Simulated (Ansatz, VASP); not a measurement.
**Cs: VASP beside Ansatz**

```
Cs
1.0
     0.00000    3.87697    3.87697
     3.87697    0.00000    3.87697
     3.87697    3.87697    0.00000
Cs
1
Cartesian
  0.0000 0.0000 0.0000
```

Alike in both runs: task relaxation of cell and atoms; functional PBE; k mesh 9 × 9 × 9; occupations fermi-dirac, width 0.05 eV; no spin polarisation.

|  | VASP | Ansatz |
| --- | --- | --- |
| version | VASP 6.6.1 | Ansatz 0.2.0 |
| potentials or method | VASP PAW PBE potentials, release 64 (Cs_sv), cutoff 600 eV | all-electron LAPW, scalar-relativistic |

|  | VASP | Ansatz | Ansatz less VASP |
| --- | --- | --- | --- |
| relaxed volume (Å³/atom) | 116.55 | 116.55 | 0.000 |
| relaxed cell length with the largest relative difference (Å) | 5.483 | 5.483 | 0.0000 |

Ansatz ran all-electron here, so the differences hold the error of VASP's frozen core and of both bases.

Caveats: the relaxation stopped at its first step, so nothing moved. Spin-orbit coupling is left out, which matters for the levels of Cs.
